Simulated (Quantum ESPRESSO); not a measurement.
# HfO2: dielectric tensor with PBE

HfO2:

```
Hf O
1.0
     0.00000    2.55750    2.55750
     2.55750    0.00000    2.55750
     2.55750    2.55750    0.00000
Hf O
1 2
Direct
  0.00000 0.00000 0.00000
  0.75000 0.75000 0.75000
  0.25000 0.25000 0.25000
```

Measurements of this composition are mostly on another form, of space group No. 14.

```
Program             : Quantum ESPRESSO 7.5
Task                : dielectric tensor
Functional          : PBE
Potentials or basis : PseudoDojo 0.4.1 SR PBE standard
Cutoff              : 1143 eV
Density cutoff      : 4572 eV
k mesh              : 6 × 6 × 6, shifted
Occupations         : fermi-dirac, width 0.05 eV
Spin                : no spin polarisation
Mixing beta         : 0.5
Most SCF iterations : 120
SCF threshold       : 6e-10 Ry
```

| Item | Value |
| --- | --- |
| Pressure | -4.9 GPa |
| Electronic dielectric tensor (diagonal) | 5.18 |
| Born charges (mean of the diagonal) | Hf +5.49; O -2.75 e |

Levels at points of the mesh, in eV from the valence-band top:
```csv
k point,band 10,band 11,band 12,band 13,band 14,band 15
"(0.08, 0.08, 0.08)",-0.65,-0.57,-0.57,4.16,4.16,6.11
```

Electronic dielectric tensor:
```
5.18 0.00 0.00
0.00 5.18 0.00
0.00 0.00 5.18
```

Born effective charge tensors (e):
atom 1, Hf
```
5.49 0.00 0.00
0.00 5.49 0.00
0.00 0.00 5.49
```
atom 2, O
```
-2.75  0.00  0.00
 0.00 -2.75  0.00
 0.00  0.00 -2.75
```
atom 3, O
```
-2.75  0.00  0.00
 0.00 -2.75  0.00
 0.00  0.00 -2.75
```

It took 5 min on 1 thread of AMD EPYC 7R43 64-Core Processor (Zen 3), on a shared host, peak memory 0.08 GiB.

Caveat: the cell is more than 3 GPa from zero pressure, which shifts response properties. The run has no spin-orbit coupling, so splittings on Hf are missing.
